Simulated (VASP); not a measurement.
# H4CO3: single point with PBEsol

H4CO3:

```
CELL_PARAMETERS angstrom
8.45536 0.00000 0.00000
0.00000 8.45536 0.00000
0.00000 0.00000 8.45536
ATOMIC_POSITIONS crystal
O 0.00144 0.73461 0.15043
O 0.14697 0.62693 0.94982
O 0.99421 0.91155 0.46495
O 0.82945 0.73094 0.56857
O 0.14949 0.13156 0.86886
O 0.99618 0.28192 0.00990
O 0.26612 0.20665 0.55923
O 0.48660 0.08459 0.65421
O 0.63334 0.63421 0.96422
O 0.79222 0.84808 0.95946
O 0.80129 0.47034 0.16119
O 0.55630 0.54821 0.41405
O 0.30710 0.39492 0.81398
O 0.22101 0.59964 0.44095
O 0.96018 0.40791 0.50784
C 0.11525 0.64035 0.08997
C 0.88986 0.86501 0.56914
C 0.02240 0.15108 0.95321
C 0.36682 0.08636 0.57148
C 0.67156 0.77563 0.91770
H 0.92535 0.75659 0.05306
H 0.19073 0.58317 0.18317
H 0.01646 0.81456 0.39706
H 0.85572 0.94945 0.65596
H 0.20340 0.23642 0.85858
H 0.96411 0.03801 0.98710
H 0.29814 0.29785 0.62985
H 0.32010 0.97703 0.51568
H 0.71979 0.58239 0.02990
H 0.59789 0.83920 0.83791
H 0.88708 0.52648 0.21028
H 0.84868 0.37150 0.11463
H 0.61729 0.62968 0.46180
H 0.63668 0.51801 0.33585
H 0.41096 0.37875 0.86285
H 0.28209 0.50200 0.84959
H 0.33395 0.55682 0.46738
H 0.15056 0.51060 0.45181
H 0.89002 0.49590 0.54137
H 0.88013 0.32340 0.47304
```

The cell was built by a generator and needn't be a form met in nature.

```yaml
Program: VASP 6.6.1
Task: single point
Functional: PBEsol
Potentials_or_basis: VASP PAW PBE potentials, release 64 (O, C, H)
Cutoff: 520 eV
k_mesh: 1 × 1 × 1
Occupations: fermi-dirac, width 0.05 eV
Spin: no spin polarisation
Dipole_correction: no
Further_INCAR_settings: LREAL = Auto; ALGO = Fast; EDIFF = 1e-06; NBANDS = 91
```

```
Pressure               : -0.1 GPa
Largest force          : 2.614 eV/Å
Band gap on the k mesh : 4.28 eV, direct
```

Forces in eV/Å, atoms in the order of the input:
```
O   -0.078 -0.961 -1.209
O   -0.506  0.315 -0.357
O    0.497 -0.611 -0.627
O    0.144  0.558  0.074
O    0.163 -1.367 -0.693
O   -1.420  0.487  0.531
O    0.279  0.083 -0.388
O   -0.178  0.145 -0.448
O   -0.558  0.100 -0.733
O    0.509 -0.447  0.153
O   -1.132 -0.469 -0.398
O   -0.016 -0.730 -0.605
O    1.117 -0.658 -0.064
O    2.584 -0.017  0.394
O   -1.957 -1.048 -0.507
C    1.405  0.145  0.693
C   -0.615 -2.281 -0.673
C    1.008 -0.040  1.117
C    0.001 -0.137  1.270
C    1.314  0.137  0.728
H    0.029  0.877  0.866
H   -0.461  0.250  0.079
H    0.059  0.823  0.252
H   -0.156  1.233  0.855
H    0.226  0.661 -0.170
H   -0.335  0.328 -0.442
H    0.022 -0.341 -0.078
H    0.023  0.216 -0.401
H    0.097 -0.482  0.670
H   -1.482  0.159 -0.886
H    0.689  0.391  0.442
H    0.322  0.227 -0.097
H    0.465  1.367  1.276
H   -0.358 -0.697 -0.569
H    0.058 -0.270 -0.301
H   -1.097  0.685  0.308
H   -1.942  0.902 -0.851
H   -0.709 -0.812  0.292
H    0.433 -0.078 -0.062
H    1.556  1.356  0.559
```

Stress tensor (GPa, compression positive):
```
-0.27  0.19 -0.27
 0.19 -0.21  0.19
-0.27  0.19  0.24
```

Levels at points of the mesh, in eV from the valence-band top:
| k point | band 62 | band 63 | band 64 | band 65 | band 66 | band 67 | band 68 | band 69 |
| --- | --- | --- | --- | --- | --- | --- | --- | --- |
| (0.00, 0.00, 0.00) | -0.71 | -0.55 | -0.05 | 0.00 | 4.28 | 4.48 | 4.56 | 4.70 |

Run time: 61 s on 1 thread of Intel(R) Xeon(R) Platinum 8488C (Sapphire Rapids), with other jobs on the host, peak memory 0.56 GiB.

Caveat: the standard files for N, O and F lose accuracy on very short bonds; the PAW data sets were made with another functional, which shifts forces and pressure a little.
